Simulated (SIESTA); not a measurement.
GaAs under changes of volume

One of the cells (23.041 Å³/atom); the others are scaled copies at fixed shape and fractional positions:

```
As Ga
1.0
     0.00000    2.84557    2.84557
     2.84557    0.00000    2.84557
     2.84557    2.84557    0.00000
As Ga
1 1
Cartesian
  4.2684 4.2684 4.2684
  0.0000 0.0000 0.0000
```

| Item | Value |
| --- | --- |
| Program | SIESTA 5.4.2 |
| Functional | PBEsol |
| Potentials or basis | PseudoDojo 0.4 standard (PBEsol files) |
| Basis | DZP (energy shift 0.003 Ry; two zetas on semicore shells) |
| Grid cutoff | 800 Ry |
| Energy shift | 0.003 Ry |
| k mesh | 8 × 8 × 8 |
| Occupations | fermi-dirac, width 0.05 eV |
| Spin | no spin polarisation |

| volume (Å³/atom) | energy over the lowest point (meV/atom) | pressure (GPa) | gap on the mesh (eV) |
| --- | --- | --- | --- |
| 21.234 | ? | ? | ? |
| 21.686 | 14.69 | 4.3 | 0.93 |
| 22.138 | 5.16 | 2.5 | 0.75 |
| 23.041 | 0.00 | -0.5 | 0.43 |
| 23.493 | 3.52 | -1.9 | 0.28 |
| 23.945 | 10.52 | -3.0 | 0.13 |

Question: What does the run at 21.234 Å³/atom give?

Answer: Energy over the lowest point 29.67 meV/atom; pressure 6.3 GPa; gap on the mesh 1.11 eV.

Worked out: A Birch-Murnaghan fit of order 3 (a polynomial in V^(-2/3)) to the other rows has its minimum at 22.86 Å³/atom with B0 = V·E''(V) = 73 GPa and B' = 4.2. It gives 29.56 meV/atom at 21.234 Å³/atom, against the run's 29.67, and -dE/dV = 6.3 GPa, against 6.3. A straight line through the other rows of the gap, of slope -8.04 eV per unit of ln V (its deformation potential), extrapolates to 1.09 eV, against the run's 1.11.

Energies are extrapolated to zero smearing.

Caveats: the basis of atomic orbitals isn't converged, which shifts pressures, moduli and gaps.

A mesh can miss the band edges. Spin-orbit coupling on As, Ga is left out.
